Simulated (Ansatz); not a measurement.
# TaN (Fm-3m): a soft mode frozen in, part 2 of 3

Aim: this structure of TaN (Fm-3m) is to be tested for unstable modes, and one is followed downhill.

Ansatz 0.2.0; DFT PBEsol, scalar-relativistic, plane waves, PAW; PAW set soft_1.

So far, highest frequency on the path or at a solved wavevector (cm⁻¹): step 2 (response at finite wavevector) 617. Also lowest frequency on the path (cm⁻¹): step 2 -262.

### 5. Energy along the mode, all amplitudes (two of the runs are shown above)

An imaginary frequency means negative curvature, so the energy should fall and then rise again as anharmonic terms take over.

Numbers from this step:

- depth at the lowest point sampled: 17.39 meV/atom
- largest atomic shift at that point: 0.14 Å

The energy from the parent by largest atomic shift:

| largest atomic shift (Å) | energy from the parent (meV/atom) |
| --- | --- |
| 0.000 | 0 |
| 0.040 | -3.40 |
| 0.080 | -9.93 |
| 0.140 | -17.4 |
| 0.220 | -7.11 |
| 0.320 | 68.1 |

Displacement at unit largest shift by atom:

| atom | x (Å) | y (Å) | z (Å) | size |
| --- | --- | --- | --- | --- |
| Ta1 | 0.00 | 0.00 | 0.57 | 0.57 |
| Ta2 | 0.00 | 0.00 | -0.57 | 0.57 |
| Ta3 | 0.00 | 0.00 | 0.57 | 0.57 |
| Ta4 | 0.00 | 0.00 | -0.57 | 0.57 |
| N5 | 0.00 | 0.00 | 1.00 | 1.00 |
| N6 | 0.00 | 0.00 | -1.00 | 1.00 |
| N7 | 0.00 | 0.00 | -1.00 | 1.00 |
| N8 | 0.00 | 0.00 | 1.00 | 1.00 |

The lowest of the steps tried is at 0.14 Å, 17.4 meV/atom below the parent; the bottom of the well need not coincide with a step.

### 6. Relaxation from the frozen mode

Starting from the lowest point found, all atoms and the cell are let go, so that strain and other modes of the same symmetry can join in.

The input, input.yaml:

```yaml
crystal:
  lattice:
    - [0.0, 0.0, -4.3747874036]
    - [4.3747874036, 0.0, 0.0]
    - [2.1873937018, -4.3747874036, -2.1873937018]
  atoms:
    - { symbol: Ta, position: [0.4818134162, 0.0, 0.0] }
    - { symbol: Ta, position: [0.0181865838, 0.5, 0.0] }
    - { symbol: Ta, position: [0.2318134162, 0.25, 0.5] }
    - { symbol: Ta, position: [0.7681865838, 0.75, 0.5] }
    - { symbol: "N", position: [0.7179984449, 0.25, 0.5] }
    - { symbol: "N", position: [0.2820015551, 0.75, 0.5] }
    - { symbol: "N", position: [0.5320015551, 0.5, 0.0] }
    - { symbol: "N", position: [-0.0320015551, 0.0, 0.0] }
kpoints:
  mp_grid: { grid: [10, 10, 10] }
hamiltonian:
  xc: pbesol
  pseudopotentials: { kind: paw, azcp: { folder: soft_1 }, xc_functional: pbe }
scf:
  occupations: { method: methfessel_paxton, width: 0.2 }
output:
  forces: true
  stress: true
  eigenvalues: true
relax:
  adjacent_minimum: "off"
  f_tol: 0.002
  max_steps: 120
  cell: { stress_tol: 0.03 }
```

Run with:

```
$ ansatz run input.yaml --threads 4 --pin off --max-ram 10240MiB --backend cpu --events-out ev --progress --plain --runs-dir out
```

Numbers of over 12 decimals in the logs are rounded to 6 here.

The log of the run:

```text
[...]
Crystal: 8 atoms, lattice volume = 83.728 Å³
Basis set: ecut = 420 eV, 1647 PW (Γ), exchange–correlation on 60×60×72 points (8 copies of the dense FFT grid, shifted against one another)
Bands: 44, of which v1, the nominal top of the filled ones, is band 36 counted from 1 (35 counted from 0)
Symmetry: 8 space group operations
[...]
k-points: 171 of 1000
[...]
SCF iter   1: F=—  HF=-40752.467277 eV  |F-HF|=—  |Δ(HF+E_count)|=         —  Δρ=4.93e-2  dr2=2.02e0  ethr=3.10e-3  ⟨swp⟩=4.5  Hψ=27700  notcnv=0
[...]
SCF iter   8: F=-40752.059509 eV  HF=-40752.059509 eV  |F-HF|=3.16e-9  |Δ(HF+E_count)|=   2.27e-8  S|Δr|=    0.00e0  Δρ=1.64e-6  dr2=4.38e-9  ethr=1.39e-10  ⟨swp⟩=9.7  Hψ=31273  notcnv=0
SCF 1 converged in 8 iterations: F = -40752.059509 eV  dr2 = 4.38e-9
[...]
relax step   1: F+E_penalty+E_count = -40752.05950854 eV  Δ(F+E_penalty+E_count) = +0.000e0 eV  max|allowed force component| = 7.755e-1 eV/Å  Δτ_max = 0.0000 Å  P = +0.183 GPa  Ω = 83.728 Å³  (8 SCF iters, dr2 threshold 1.00e-7 eV, accepted)
Crystal: 8 atoms, lattice volume = 83.290 Å³
Basis set: ecut = 420 eV, 1631 PW (Γ), exchange–correlation on 60×60×72 points (8 copies of the dense FFT grid, shifted against one another)
[...]
SCF iter   6: F=-40752.247117 eV  HF=-40752.247117 eV  |F-HF|=5.22e-8  |Δ(HF+E_count)|=   3.06e-6  S|Δr|=    0.00e0  Δρ=2.00e-5  dr2=2.51e-7  ethr=1.11e-9  ⟨swp⟩=5.7  Hψ=36825  notcnv=0
SCF 2 converged in 6 iterations: F = -40752.247117 eV  dr2 = 2.51e-7
relax step   2: F+E_penalty+E_count = -40752.24711674 eV  Δ(F+E_penalty+E_count) = -1.876e-1 eV  max|allowed force component| = 3.386e-1 eV/Å  Δτ_max = 0.0495 Å  P = +2.043 GPa  Ω = 83.290 Å³  energy of the carried Pulay correction = +8.146e-4 eV  (6 SCF iters, dr2 threshold 8.00e-7 eV, accepted)
Crystal: 8 atoms, lattice volume = 83.568 Å³
Basis set: ecut = 420 eV, 1611 PW (Γ), exchange–correlation on 60×60×72 points (8 copies of the dense FFT grid, shifted against one another)
SCF iter   1: F=—  HF=-40751.342167 eV  |F-HF|=—  |Δ(HF+E_count)|=         —  Δρ=4.65e-2  dr2=3.68e0  ethr=3.10e-3  ⟨swp⟩=8.8  Hψ=33450  notcnv=0
[...]
SCF iter   7: F=-40750.375490 eV  HF=-40750.375490 eV  |F-HF|=1.05e-7  |Δ(HF+E_count)|=   5.30e-7  S|Δr|=    0.00e0  Δρ=1.28e-5  dr2=1.82e-7  ethr=1.11e-9  ⟨swp⟩=11.3  Hψ=36013  notcnv=0
SCF 3 converged in 7 iterations: F = -40750.375490 eV  dr2 = 1.82e-7
relax step   3: F+E_penalty+E_count = -40750.37549021 eV  Δ(F+E_penalty+E_count) = +1.872e0 eV  max|allowed force component| = 4.009e0 eV/Å  Δτ_max = 0.1860 Å  P = +12.470 GPa  Ω = 83.568 Å³  energy of the carried Pulay correction = +2.967e-4 eV  (7 SCF iters, dr2 threshold 8.00e-7 eV, rejected (line search))
[... from here on, the SCF cycles and remarks between the steps are left out ...]
relax step   4: F+E_penalty+E_count = -40752.30408850 eV  Δ(F+E_penalty+E_count) = -5.697e-2 eV  max|allowed force component| = 3.635e-1 eV/Å  Δτ_max = 0.0215 Å  P = -2.944 GPa  Ω = 84.591 Å³  energy of the carried Pulay correction = -1.594e-3 eV  (10 SCF iters, accepted)
relax step   5: F+E_penalty+E_count = -40752.33250769 eV  Δ(F+E_penalty+E_count) = -2.842e-2 eV  max|allowed force component| = 2.846e-1 eV/Å  Δτ_max = 0.0458 Å  P = +1.151 GPa  Ω = 83.800 Å³  energy of the carried Pulay correction = -1.339e-4 eV  (6 SCF iters, dr2 threshold 8.00e-7 eV, accepted)
relax step   6: F+E_penalty+E_count = -40752.35157397 eV  Δ(F+E_penalty+E_count) = -1.907e-2 eV  max|allowed force component| = 2.509e-1 eV/Å  Δτ_max = 0.0376 Å  P = -0.813 GPa  Ω = 84.217 Å³  energy of the carried Pulay correction = -9.057e-4 eV  (6 SCF iters, dr2 threshold 8.00e-7 eV, accepted)
relax step   7: F+E_penalty+E_count = -40752.35592263 eV  Δ(F+E_penalty+E_count) = -4.349e-3 eV  max|allowed force component| = 1.891e-1 eV/Å  Δτ_max = 0.0940 Å  P = +0.057 GPa  Ω = 83.870 Å³  energy of the carried Pulay correction = -2.624e-4 eV  (7 SCF iters, dr2 threshold 8.00e-7 eV, accepted)
relax step   8: F+E_penalty+E_count = -40752.37433885 eV  Δ(F+E_penalty+E_count) = -1.842e-2 eV  max|allowed force component| = 9.595e-2 eV/Å  Δτ_max = 0.0214 Å  P = +0.413 GPa  Ω = 83.763 Å³  energy of the carried Pulay correction = -6.518e-5 eV  (6 SCF iters, dr2 threshold 8.00e-7 eV, accepted)
relax step   9: F+E_penalty+E_count = -40752.37644095 eV  Δ(F+E_penalty+E_count) = -2.102e-3 eV  max|allowed force component| = 7.420e-2 eV/Å  Δτ_max = 0.0123 Å  P = +0.105 GPa  Ω = 83.876 Å³  energy of the carried Pulay correction = -2.737e-4 eV  (6 SCF iters, dr2 threshold 8.00e-7 eV, accepted)
relax step  10: F+E_penalty+E_count = -40752.37804420 eV  Δ(F+E_penalty+E_count) = -1.603e-3 eV  max|allowed force component| = 2.126e-2 eV/Å  Δτ_max = 0.0162 Å  P = -0.231 GPa  Ω = 83.949 Å³  energy of the carried Pulay correction = -4.105e-4 eV  (5 SCF iters, dr2 threshold 8.00e-7 eV, accepted)
relax step  11: F+E_penalty+E_count = -40752.37824952 eV  Δ(F+E_penalty+E_count) = -2.053e-4 eV  max|allowed force component| = 3.746e-3 eV/Å  Δτ_max = 0.0023 Å  P = -0.022 GPa  Ω = 83.911 Å³  energy of the carried Pulay correction = -3.397e-4 eV  (5 SCF iters, dr2 threshold 3.29e-7 eV, accepted)
relax step  12: F+E_penalty+E_count = -40752.37828002 eV  Δ(F+E_penalty+E_count) = -3.050e-5 eV  max|allowed force component| = 3.800e-3 eV/Å  Δτ_max = 0.0007 Å  P = -0.007 GPa  Ω = 83.902 Å³  energy of the carried Pulay correction = -3.230e-4 eV  (5 SCF iters, dr2 threshold 5.15e-8 eV, accepted)
relax step  13: F+E_penalty+E_count = -40752.37828890 eV  Δ(F+E_penalty+E_count) = -8.882e-6 eV  max|allowed force component| = 9.215e-4 eV/Å  Δτ_max = 0.0005 Å  P = +0.008 GPa  Ω = 83.901 Å³  energy of the carried Pulay correction = -3.207e-4 eV  (5 SCF iters, dr2 threshold 6.85e-9 eV, accepted)
relax step  14: F+E_penalty+E_count = -40752.37910621 eV  Δ(F+E_penalty+E_count) = -8.173e-4 eV  max|allowed force component| = 1.008e-3 eV/Å  Δτ_max = 0.0000 Å  P = +0.019 GPa  Ω = 83.901 Å³  stress off target by 6.62e-2 GPa  SCF on the basis re-selected at this cell (its energy is not comparable with the rows above)  (6 SCF iters)
relax step  15: F+E_penalty+E_count = -40752.37910008 eV  Δ(F+E_penalty+E_count) = +6.131e-6 eV  max|allowed force component| = 2.215e-4 eV/Å  Δτ_max = 0.0003 Å  P = -0.001 GPa  Ω = 83.906 Å³  energy of the carried Pulay correction = -9.509e-6 eV  (5 SCF iters, dr2 threshold 1.10e-8 eV, accepted)
[...]
SCF iter   4: F=-40752.379111 eV  HF=-40752.379111 eV  |F-HF|=2.91e-11  |Δ(HF+E_count)|=  1.46e-11  S|Δr|=    0.00e0  Δρ=4.79e-8  dr2=1.83e-12  ethr=1.00e-12  ⟨swp⟩=7.4  Hψ=35248  notcnv=0
SCF 16 converged in 4 iterations: F = -40752.379111 eV  dr2 = 1.83e-12
relax step  16: F+E_penalty+E_count = -40752.37911142 eV  Δ(F+E_penalty+E_count) = -1.134e-5 eV  max|allowed force component| = 2.239e-4 eV/Å  Δτ_max = 0.0000 Å  P = -0.001 GPa  Ω = 83.906 Å³  stress off target by 3.17e-3 GPa  SCF on the basis re-selected at this cell (its energy is not comparable with the rows above)  (4 SCF iters)
[...]
SCF converged after 4 iterations
[...]
Free energy (F): -40752.379111 eV
[...]
Internal energy: -40752.375828 eV  (E = F + TS)
E sigma→0 (E₀):  -40752.378290 eV
Entropy (-TS):   -0.003284 eV (-0.410 meV/atom)
Fermi energy:    21.286970 eV
[...]
--- Forces (eV/Å), atoms counted from 1 ---
  atom   1  Ta     0.00000000    -0.00017161     0.00015276
  atom   2  Ta    -0.00000000    -0.00017161    -0.00015276
  atom   3  Ta     0.00000000     0.00017161     0.00015276
  atom   4  Ta    -0.00000000     0.00017161    -0.00015276
  atom   5  N     -0.00000000     0.00017620    -0.00022392
  atom   6  N      0.00000000     0.00017620     0.00022392
  atom   7  N      0.00000000    -0.00017620     0.00022392
  atom   8  N     -0.00000000    -0.00017620    -0.00022392
  max |Σ_I F_I| component: 2.78e-17 eV/Å
--- Stress (GPa, compression-positive) ---
       -0.002854       0.000000       0.000000
        0.000000       0.003174      -0.000000
        0.000000      -0.000000      -0.003037
  P = ⅓ Tr σ = -0.0009 GPa (-0.009 kbar)
--- Band table (eV; the first three rows and the last of 171) ---
  k-point 0: bands = [... 32 lower, 17.9536, 19.4493, 19.4604, 19.5750, 19.8552, 19.9417, 22.0486, 22.0653, ... 4 higher]
  k-point 1: bands = [... 32 lower, 17.9039, 19.2096, 19.2405, 19.4466, 20.0482, 20.1346, 22.0817, 22.6223, ... 4 higher]
  k-point 2: bands = [... 32 lower, 17.7971, 18.6371, 18.6721, 19.1639, 20.5333, 20.6201, 22.1583, 23.1540, ... 4 higher]
  k-point 170: bands = [... 32 lower, 21.2809, 21.2809, 22.4106, 22.4106, 22.5673, 22.5673, 23.1514, 23.1514, ... 4 higher]
--- Relaxed structure (14 steps of the walk, 13 accepted, 2 SCFs on fresh bases) ---
  F+E_penalty+E_count = -40752.37911142 eV   max|allowed force component| = 2.239e-4 eV/Å   (the final SCF, on the basis selected at the relaxed cell)
  cell:  # Å, volume = 83.9065 Å³
    - [0.0, 0.0, -4.382109]
    - [4.307290, 0.0, 0.0]
    - [2.153645, -4.445374, -2.191054]
  atoms:
    - { symbol: Ta, position: [0.467114, -0.013134, 0.026268] }
    - { symbol: Ta, position: [0.00661847, 0.486866, 0.026268] }
    - { symbol: Ta, position: [0.243382, 0.263134, 0.473732] }
    - { symbol: Ta, position: [0.782886, 0.763134, 0.473732] }
    - { symbol: N, position: [0.715745, 0.235630, 0.528740] }
    - { symbol: N, position: [0.255515, 0.735630, 0.528740] }
    - { symbol: N, position: [0.534255, 0.514370, -0.028740] }
    - { symbol: N, position: [-0.00551522, 0.014370, -0.028740] }
```

Wall time 2.8 min (4 threads of Arm Neoverse V1, shared host); peak memory 0.75 GiB.

The steps of the relaxation:

| step | energy less that of the first step (eV) | largest force component (eV/Å) | pressure (GPa) | volume (Å³) |
| --- | --- | --- | --- | --- |
| 1 | 0.0000 | 0.7755 | 0.18 | 83.73 |
| 2 | -0.1876 | 0.3386 | 2.04 | 83.29 |
| 3 | 1.6840 | 4.0095 | 12.47 | 83.57 |
| 4 | -0.2446 | 0.3635 | -2.94 | 84.59 |
| 5 | -0.2730 | 0.2846 | 1.15 | 83.80 |
| 6 | -0.2921 | 0.2509 | -0.81 | 84.22 |
| 7 | -0.2964 | 0.1891 | 0.06 | 83.87 |
| 8 | -0.3148 | 0.0960 | 0.41 | 83.76 |
| 9 | -0.3169 | 0.0742 | 0.10 | 83.88 |
| 10 | -0.3185 | 0.0213 | -0.23 | 83.95 |
| 11 | -0.3187 | 0.0037 | -0.02 | 83.91 |
| 12 | -0.3188 | 0.0038 | -0.01 | 83.90 |
| 13 | -0.3188 | 0.0009 | 0.01 | 83.90 |
| 14* | -0.3196 | 0.0010 | 0.02 | 83.90 |
| 15 | -0.3196 | 0.0002 | 0.00 | 83.91 |
| 16* | -0.3196 | 0.0002 | 0.00 | 83.91 |

Relaxation steps marked * repeat the geometry before them on a plane-wave basis chosen anew for their cell, so energy and pressure can jump there. Relaxation step 3 was tried and not accepted.

Forces are held to the 8 operations that the run works with; a distortion that breaks them can't arise in this run.

| conventional cell, symmetrised | before | after | change |
| --- | --- | --- | --- |
| a (Å) | 4.375 | 4.382 | +0.2 % |
| b (Å) | 8.750 | 8.891 | +1.6 % |
| c (Å) | 4.375 | 4.307 | -1.5 % |
| volume (Å³/atom) | 10.47 | 10.49 | +0.2 % |

The atoms that moved most (Å, as changes of fractional coordinates times the final cell):

| atom | dx | dy | dz | length |
| --- | --- | --- | --- | --- |
| N7 | 0.000 | 0.128 | 0.053 | 0.138 |
| N6 | 0.000 | -0.128 | 0.053 | 0.138 |
| N5 | 0.000 | -0.128 | -0.053 | 0.138 |
| N8 | 0.000 | 0.128 | -0.053 | 0.138 |
| Ta4 | 0.000 | 0.117 | -0.007 | 0.117 |
| Ta2 | 0.000 | -0.117 | -0.007 | 0.117 |
| Ta1 | 0.000 | -0.117 | 0.007 | 0.117 |
| Ta3 | 0.000 | 0.117 | 0.007 | 0.117 |

The relaxed structure:

```xyz
8
Lattice="0.0000 0.0000 -4.3821 4.3073 0.0000 0.0000 2.1536 -4.4454 -2.1911" Properties=species:S:1:pos:R:3 pbc="T T T"
Ta    0.0000   -0.1168   -2.1045
Ta    2.1536   -0.1168   -0.0866
Ta    2.1536   -2.1059   -2.1045
Ta    4.3073   -2.1059   -4.4687
N     2.1536   -2.3504   -4.2950
N     4.3073   -2.3504   -2.2782
N     2.1536    0.1278   -2.2782
N     0.0000    0.1278    0.0871
```

Numbers from this step:

```yaml
pressure: -9.05e-4 GPa
volume_per_atom: 10.49 Å³
```

The distorted start has space group Ibam; the relaxation ends in Ibam.

### 7. The new phase in its own primitive cell

The relaxed structure is symmetrised, reduced to its primitive cell and relaxed tightly, as its phonons need.

The input, input.yaml:

```yaml
crystal:
  lattice:
    - [-2.1910542569, 4.4453735388, 2.1536449454]
    - [2.1910542569, -4.4453735388, 2.1536449454]
    - [2.1910542569, 4.4453735388, -2.1536449454]
  atoms:
    - { symbol: Ta, position: [0.6118661969, 0.2697522724, 0.8816184693] }
    - { symbol: Ta, position: [0.1118661969, 0.2302477276, 0.3421139245] }
    - { symbol: Ta, position: [0.8881338031, 0.7697522724, 0.6578860755] }
    - { symbol: Ta, position: [0.3881338031, 0.7302477276, 0.1183815307] }
    - { symbol: "N", position: [0.8606298963, 0.2698853256, 0.130515222] }
    - { symbol: "N", position: [0.3606298963, 0.2301146744, 0.5907445707] }
    - { symbol: "N", position: [0.1393701037, 0.7301146744, 0.869484778] }
    - { symbol: "N", position: [0.6393701037, 0.7698853256, 0.4092554293] }
kpoints:
  mp_grid: { grid: [12, 12, 12] }
hamiltonian:
  xc: pbesol
  pseudopotentials: { kind: paw, azcp: { folder: soft_1 }, xc_functional: pbe }
scf:
  occupations: { method: methfessel_paxton, width: 0.2 }
output:
  forces: true
  stress: true
  eigenvalues: true
relax:
  adjacent_minimum: "off"
  f_tol: 0.001
  max_steps: 60
  cell: { stress_tol: 0.01 }
```

The log of the run:

```text
[...]
Crystal: 8 atoms, lattice volume = 83.906 Å³
Basis set: ecut = 420 eV, 1631 PW (Γ), exchange–correlation on 80×80×80 points (8 copies of the dense FFT grid, shifted against one another)
Bands: 44, of which v1, the nominal top of the filled ones, is band 36 counted from 1 (35 counted from 0)
Symmetry: 8 space group operations
[...]
k-points: 280 of 1728
[...]
atoms:
    - { symbol: Ta, position: [0.612478, 0.271545, 0.884023] }
    - { symbol: Ta, position: [0.112478, 0.228455, 0.340932] }
    - { symbol: Ta, position: [0.887522, 0.771545, 0.659068] }
    - { symbol: Ta, position: [0.387522, 0.728455, 0.115977] }
    - { symbol: N, position: [0.861344, 0.271788, 0.133131] }
    - { symbol: N, position: [0.361344, 0.228212, 0.589556] }
    - { symbol: N, position: [0.138656, 0.728212, 0.866869] }
    - { symbol: N, position: [0.638656, 0.771788, 0.410444] }
[key lines of the parts left out:]
SCF converged after 5 iterations
Free energy (F): -40752.379576 eV
Fermi energy:    21.298663 eV
P = ⅓ Tr σ = 0.0000 GPa (0.000 kbar)
```

Run time: 2.6 min. Hardware: 4 threads; peak memory 1 GiB.

The steps of the relaxation:

| step | energy less that of the first step (eV) | largest force component (eV/Å) | pressure (GPa) | volume (Å³) |
| --- | --- | --- | --- | --- |
| 1 | 0.0000 | 0.0197 | -0.02 | 83.91 |
| 2 | -0.0002 | 0.0048 | -0.02 | 83.90 |
| 3 | -0.0003 | 0.0056 | 0.02 | 83.89 |
| 4 | -0.0005 | 0.0151 | -0.04 | 83.91 |
| 5 | -0.0003 | 0.0175 | -0.24 | 83.97 |
| 6 | -0.0006 | 0.0026 | 0.05 | 83.89 |
| 7 | -0.0006 | 0.0002 | 0.00 | 83.90 |
| 8* | -0.0006 | 0.0002 | 0.00 | 83.90 |
| 9 | -0.0006 | 0.0001 | 0.00 | 83.90 |
| 10* | -0.0006 | 0.0001 | 0.00 | 83.90 |

Relaxation steps marked * repeat the geometry before them on a plane-wave basis chosen anew for their cell, so energy and pressure can jump there. Relaxation step 5 was tried and not accepted.

Forces are held to the 8 operations that the run works with; a distortion that breaks them can't arise in this run.

| conventional cell, symmetrised | before | after | change |
| --- | --- | --- | --- |
| a (Å) | 4.382 | 4.390 | +0.2 % |
| b (Å) | 8.891 | 8.872 | -0.2 % |
| c (Å) | 4.307 | 4.309 | +0.0 % |
| volume (Å³/atom) | 10.49 | 10.49 | -0.0 % |

The atoms that moved most (Å, as changes of fractional coordinates times the final cell):

| atom | dx | dy | dz | length |
| --- | --- | --- | --- | --- |
| N5 | 0.008 | 0.006 | 0.000 | 0.010 |
| N8 | 0.008 | -0.006 | 0.000 | 0.010 |
| N6 | -0.008 | 0.006 | 0.000 | 0.010 |
| N7 | -0.008 | -0.006 | 0.000 | 0.010 |
| Ta2 | -0.008 | 0.005 | 0.000 | 0.010 |
| Ta4 | -0.008 | -0.005 | 0.000 | 0.010 |
| Ta3 | 0.008 | -0.005 | 0.000 | 0.010 |
| Ta1 | 0.008 | 0.005 | 0.000 | 0.010 |

The relaxed structure:

```xyz
8
Lattice="-2.1950 4.4358 2.1544 2.1950 -4.4358 2.1544 2.1950 4.4358 -2.1544" Properties=species:S:1:pos:R:3 pbc="T T T"
Ta    1.1921    5.4336    0.0000
Ta    1.0029    0.9979    0.0000
Ta    1.1921    3.4379    2.1544
Ta    1.0029   -0.9979    2.1544
N    -1.0018    3.2057    2.1544
N     1.0018    3.2057    0.0000
N     3.1968    1.2301    0.0000
N     1.1931    1.2301    2.1544
```

This step gave:

* pressure: 3.44e-6 GPa

The largest force component left is 0.093 meV/Å and the pressure is 0.000 GPa, within the tolerances set. The cell now holds 10.49 Å³/atom.

(Part 2 of 3 ends here.)

[Logs are printed without paths, hosts, clocks, repeated set-up lines and the standing remarks that a program may print on its own settings, such as how far it seeks lower states.]

[Hosts, paths, dates, database ids (printed as entryN), source tags and the programs' standing remarks are cut or masked in the printed files.]
